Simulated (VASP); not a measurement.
Here is a VASP 6.6.1 calculation.

Contents of INCAR:

```
ALGO = Fast ; EDIFF = 1E-7
ENCUT = 520 ; GGA = PE
GGA_COMPAT = False ; ISIF = 2
ISMEAR = 0 ; KPAR = 4
LASPH = True ; LCHARG = False
LMAXMIX = 4 ; LORBIT = 11
LREAL = False ; LSORBIT = True
LWAVE = False ; MAGMOM = 0 0 0 0 0 0
NBANDS = 27 ; NELM = 60
PREC = Accurate ; SIGMA = 0.1
```

Contents of KPOINTS:

```
k-points
0
Gamma
  16 16 16
```

The input POSCAR:

```
TaC                                     
1.0
    0.0000000000      2.2839044392      2.2839044392
    2.2839044392      0.0000000000      2.2839044392
    2.2839044392      2.2839044392      0.0000000000
  Ta              C             
     1     1
Direct
     0.0000000000000000    0.0000000000000000    0.0000000000000000
     0.5000000000000000    0.5000000000000000    0.5000000000000000
```

Potentials or basis: VASP PAW PBE potentials, release 64 (Ta_pv, C).

The run is started by

```bash
$ cat potpaw_PBE.64/Ta_pv/POTCAR potpaw_PBE.64/C/POTCAR > POTCAR
$ mpirun -np 4 vasp_ncl > vasp.out
```

(1) What does it give for the net moment?

(2) What does it give for the pressure?

## Answers

(1) 0.00 μB per cell.

(2) -16.6 GPa.

Caveat: so large a pressure means that the cell lies far from this level's equilibrium, or that cutoff or potentials fall short.
